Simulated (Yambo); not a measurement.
# Sb: optical spectrum with PBEsol

Sb:

```
Sb
1.0
    -1.57654    1.57654    2.71194
     1.57654   -1.57654    2.71194
     1.57654    1.57654   -2.71194
Sb
1
Direct
  0.00000 0.00000 0.00000
```

This isn't the form of Sb at room conditions, which is rhombohedral.

| Property | Result |
| --- | --- |
| Program | Yambo 5.3.0 |
| Task | optical spectrum |
| Functional | PBEsol |
| Potentials or basis | PseudoDojo 0.4.1 SR PBEsol standard |
| Cutoff | 1088 eV |
| Density cutoff | 4354 eV |
| k mesh | 16 × 16 × 16 |
| Occupations | fermi-dirac, width 0.05 eV |
| Spin | no spin polarisation |
| k mesh of the self-consistent run | 16 × 16 × 16 |
| Direction of the field or of q to 0 | y |
| Broadening | 0.1 eV |
| Kernel | long-range correction |
| Top of the energy range | 30 eV |
| Energy points | 300 |
| Strength of the long-range kernel | -1 |
| Correction of the levels | none |
| Bands in the response | 33 |
| Cutoff of the response matrix | 1 Ry |

The band gap on the k mesh, mean-field level is none (metal or under the smearing width) and the peak of the energy-loss function is 10.0 eV.

Dielectric function (along the field direction of the input):
```tsv
energy (eV)	real part	imaginary part
0.30	-13.84	1.08
0.80	-13.29	6.71
1.30	-12.26	7.69
1.81	-10.04	3.63
2.31	-7.25	2.46
2.81	-4.15	2.60
3.31	-3.74	2.04
3.81	-2.64	1.49
4.31	-1.86	1.39
4.82	-0.83	1.75
5.32	-0.99	1.93
5.82	-1.15	1.28
6.32	-0.54	0.79
6.82	-0.30	0.92
7.32	-0.40	0.84
7.83	-0.19	0.66
8.33	-0.06	0.83
8.83	-0.08	0.69
9.33	0.05	0.54
9.83	0.10	0.56
10.33	0.17	0.45
10.84	0.31	0.40
11.34	0.34	0.37
11.84	0.44	0.42
12.34	0.38	0.34
12.84	0.39	0.30
13.34	0.46	0.24
13.85	0.52	0.22
14.35	0.56	0.19
14.85	0.62	0.18
15.35	0.65	0.18
15.85	0.65	0.17
16.35	0.68	0.14
16.86	0.69	0.16
17.36	0.72	0.10
17.86	0.74	0.09
18.36	0.79	0.07
18.86	0.81	0.07
19.36	0.86	0.07
19.97	0.87	0.09
```

Energy-loss function:
```json
{"energy (eV)": "0.0", "loss": "0.000"}
{"energy (eV)": "1.3", "loss": "0.037"}
{"energy (eV)": "2.6", "loss": "0.067"}
{"energy (eV)": "3.9", "loss": "0.191"}
{"energy (eV)": "5.2", "loss": "0.471"}
{"energy (eV)": "6.5", "loss": "0.739"}
{"energy (eV)": "7.8", "loss": "1.408"}
{"energy (eV)": "9.1", "loss": "1.617"}
{"energy (eV)": "10.4", "loss": "2.061"}
{"energy (eV)": "11.7", "loss": "1.147"}
{"energy (eV)": "13.0", "loss": "1.010"}
{"energy (eV)": "14.3", "loss": "0.542"}
{"energy (eV)": "15.7", "loss": "0.369"}
{"energy (eV)": "17.0", "loss": "0.290"}
{"energy (eV)": "18.3", "loss": "0.113"}
{"energy (eV)": "19.6", "loss": "0.113"}
{"energy (eV)": "20.9", "loss": "0.096"}
{"energy (eV)": "22.2", "loss": "0.046"}
{"energy (eV)": "23.5", "loss": "0.045"}
{"energy (eV)": "24.8", "loss": "0.028"}
{"energy (eV)": "26.1", "loss": "0.025"}
{"energy (eV)": "27.4", "loss": "0.028"}
{"energy (eV)": "28.7", "loss": "0.032"}
{"energy (eV)": "30.0", "loss": "0.198"}
```

Run time: 5.1 min on 1 thread of Arm Neoverse V2, on a shared host.

Caveat: the intraband (Drude) term of the metal is left out; the ground state has no gap, which makes the many-body step unreliable; the long-range kernel's strength is typed, not fitted to the crystal's screening; independent-particle spectra lack excitons. The run has no spin-orbit coupling, so splittings on Sb are missing.
